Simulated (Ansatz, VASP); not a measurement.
# Ni in VASP and in Ansatz

```xyz
1
Lattice="-1.4114 1.4114 1.4114 1.4114 -1.4114 1.4114 1.4114 1.4114 -1.4114" Properties=species:S:1:pos:R:3 pbc="T T T"
Ni    0.0000    0.0000    0.0000
```

Alike in both runs: task single point; functional PBEsol; k mesh 18 × 18 × 18; occupations fermi-dirac, width 0.1 eV; no spin polarisation.

```csv
,VASP,Ansatz
version,VASP 6.6.1,Ansatz 0.2.0
potentials or method,"VASP PAW PBE potentials, release 64 (Ni)","plane waves (420 eV) with PAW, scalar-relativistic"
plane-wave cutoff (eV),520,420
valence electrons in the cell,10,18
```

```tsv
	VASP	Ansatz	Ansatz less VASP
pressure (GPa)	-14.3	-14.5	-0.23
```

The two sets of potentials don't hold the same shells in valence. Ansatz warned: «pseudo_functional_mismatch».

Caveats: the PAW data sets were made with another functional, which shifts forces and pressure a little (VASP); the run has no spin polarisation, though such a crystal can be magnetic. Spin polarisation is off, so any magnetic state and its effect on volume and gap are missing.
